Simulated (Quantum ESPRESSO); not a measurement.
A run of Quantum ESPRESSO 7.5:

pw.in

```
&CONTROL
  calculation = 'scf'
  prefix = 'pwscf'
  outdir = './tmp'
  pseudo_dir = './pseudo'
  tprnfor = .true.
  tstress = .true.
  disk_io = 'low'
/
&SYSTEM
  ibrav = 0
  celldm(1) = 8
  nat = 3
  ntyp = 2
  ecutwfc = 90
  nbnd = 20
  occupations = 'smearing'
  smearing = 'fd'
  degauss = 0.00367493
/
&ELECTRONS
  conv_thr = 6d-10
  electron_maxstep = 120
  mixing_beta = 0.5
/
ATOMIC_SPECIES
Mo    95.9500 Mo.upf
S     32.0600 S.upf
CELL_PARAMETERS alat
  0.3732209096136   0.2154791926280   1.4527269583061
 -0.3732209096136   0.2154791926280   1.4527269583061
  0.0000000000000  -0.4309583852559   1.4527269583061
ATOMIC_POSITIONS crystal
Mo     0.0000000000    0.0000000000    0.0000000000
S      0.4170000000    0.4170000000    0.4170000000
S      0.2500000000    0.2500000000    0.2500000000
K_POINTS automatic
10 10 10 0 0 0
```

bands.in

```
&CONTROL
  calculation = 'bands'
  prefix = 'pwscf'
  outdir = './tmp'
  pseudo_dir = './pseudo'
  disk_io = 'low'
  verbosity = 'high'
/
&SYSTEM
  ibrav = 0
  celldm(1) = 8
  nat = 3
  ntyp = 2
  ecutwfc = 90
  nbnd = 20
  occupations = 'smearing'
  smearing = 'fd'
  degauss = 0.00367493
/
&ELECTRONS
  conv_thr = 1d-08
  electron_maxstep = 120
  mixing_beta = 0.5
  diago_full_acc = .true.
  startingwfc = 'random'
/
ATOMIC_SPECIES
Mo    95.9500 Mo.upf
S     32.0600 S.upf
CELL_PARAMETERS alat
  0.3732209096136   0.2154791926280   1.4527269583061
 -0.3732209096136   0.2154791926280   1.4527269583061
  0.0000000000000  -0.4309583852559   1.4527269583061
ATOMIC_POSITIONS crystal
Mo     0.0000000000    0.0000000000    0.0000000000
S      0.4170000000    0.4170000000    0.4170000000
S      0.2500000000    0.2500000000    0.2500000000
K_POINTS crystal
60
 0.0000000000  0.0000000000  0.0000000000 1
 0.0555555556  0.0000000000  0.0000000000 1
 0.1111111111  0.0000000000  0.0000000000 1
 0.1666666667  0.0000000000  0.0000000000 1
 0.2222222222  0.0000000000  0.0000000000 1
 0.2777777778  0.0000000000  0.0000000000 1
 0.3333333333  0.0000000000  0.0000000000 1
 0.3888888889  0.0000000000  0.0000000000 1
 0.4444444444  0.0000000000  0.0000000000 1
 0.5000000000  0.0000000000  0.0000000000 1
 0.5000000000  0.0362668018 -0.0362668018 1
 0.5000000000  0.0725336036 -0.0725336036 1
 0.5000000000  0.1088004054 -0.1088004054 1
 0.5000000000  0.1450672072 -0.1450672072 1
 0.5000000000  0.1813340090 -0.1813340090 1
 0.8186659910  0.5000000000  0.1813340090 1
 0.7867993919  0.5000000000  0.2132006081 1
 0.7549327928  0.5000000000  0.2450672072 1
 0.7230661937  0.5000000000  0.2769338063 1
 0.6911995946  0.5000000000  0.3088004054 1
 0.6593329955  0.5000000000  0.3406670045 1
 0.6274663964  0.5000000000  0.3725336036 1
 0.5955997973  0.5000000000  0.4044002027 1
 0.5637331982  0.5000000000  0.4362668018 1
 0.5318665991  0.5000000000  0.4681334009 1
 0.5000000000  0.5000000000  0.5000000000 1
 0.3333333333  0.3333333333  0.3333333333 1
 0.1666666667  0.1666666667  0.1666666667 1
 0.0000000000  0.0000000000  0.0000000000 1
 0.0309697277  0.0000000000 -0.0309697277 1
 0.0619394554  0.0000000000 -0.0619394554 1
 0.0929091830  0.0000000000 -0.0929091830 1
 0.1238789107  0.0000000000 -0.1238789107 1
 0.1548486384  0.0000000000 -0.1548486384 1
 0.1858183661  0.0000000000 -0.1858183661 1
 0.2167880938  0.0000000000 -0.2167880938 1
 0.2477578215  0.0000000000 -0.2477578215 1
 0.2787275491  0.0000000000 -0.2787275491 1
 0.3096972768  0.0000000000 -0.3096972768 1
 0.3406670045  0.0000000000 -0.3406670045 1
 0.6593329955  0.3406670045  0.0000000000 1
 0.6274663964  0.3725336036  0.0000000000 1
 0.5955997973  0.4044002027  0.0000000000 1
 0.5637331982  0.4362668018  0.0000000000 1
 0.5318665991  0.4681334009  0.0000000000 1
 0.5000000000  0.5000000000  0.0000000000 1
 0.6593329955  0.6593329955  0.1813340090 1
 0.6433996959  0.6433996959  0.2132006081 1
 0.6274663964  0.6274663964  0.2450672072 1
 0.6115330968  0.6115330968  0.2769338063 1
 0.5955997973  0.5955997973  0.3088004054 1
 0.5796664977  0.5796664977  0.3406670045 1
 0.5637331982  0.5637331982  0.3725336036 1
 0.5477998986  0.5477998986  0.4044002027 1
 0.5318665991  0.5318665991  0.4362668018 1
 0.5159332995  0.5159332995  0.4681334009 1
 0.5000000000  0.5000000000  0.5000000000 1
 0.5000000000  0.0000000000  0.0000000000 1
 0.6593329955  0.1703335023  0.1703335023 1
 0.8186659910  0.3406670045  0.3406670045 1
```

Potentials or basis: PseudoDojo 0.4 SR PBEsol stringent.

The run is started by

```bash
$ OMP_NUM_THREADS=1 mpirun -n 2 pw.x -nk 2 -in pw.in > pw.out
$ OMP_NUM_THREADS=1 mpirun -n 2 pw.x -nk 2 -in bands.in > bands.out
```

Hardware: 2 MPI ranks on Arm Neoverse V2 (shared host).

Question: Estimate the wall time of this run.

Answer: Wall time 8.3 min on 2 MPI ranks on Arm Neoverse V2 (shared host), peak memory 0.46 GiB a rank. Counts: scf iterations 10, k pools 2, bands 20, k points 116, g dense 41357.
